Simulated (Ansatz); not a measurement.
We consider wurtzite BeO, described by PBE (Ansatz, a program for electronic structure, PAW).

Numerical settings: plane-wave cutoff 520 eV, 18×18×8 k mesh (along the axes of the cell as run), Fermi–Dirac smearing 0.01 eV, scalar-relativistic PAW data made under PBE.

Cell (measured lattice):

```
CELL_PARAMETERS angstrom
     -1.34900    -2.33654     0.00000
     -1.34900     2.33654     0.00000
      0.00000     0.00000     4.38000
ATOMIC_POSITIONS crystal
  Be 0.66667 0.33333 0.50000
  Be 0.33333 0.66667 0.00000
  O  0.66667 0.33333 0.87800
  O  0.33333 0.66667 0.37800
```

### Question
Give the computed band gap and width of the whole s-p valence band.

### Answer

- band gap = 7.61 eV (direct)
- width of the whole s-p valence band = 18.70 eV

Measured, for comparison: band gap 11.29 eV (zero-point renormalisation of 699 meV (computed, non-adiabatic AHC, without the lattice-expansion part) added back here; inputs from Miglio et al. (2020), arXiv:2011.12765). Computed (rounded) less measured: band gap -3.68 eV.

Note: cell and atoms aren't relaxed at this level (pressure 3.4 GPa).

Static lattice: no zero-point or thermal effects.

It cost around 9 core-seconds (rough) of CPU time.
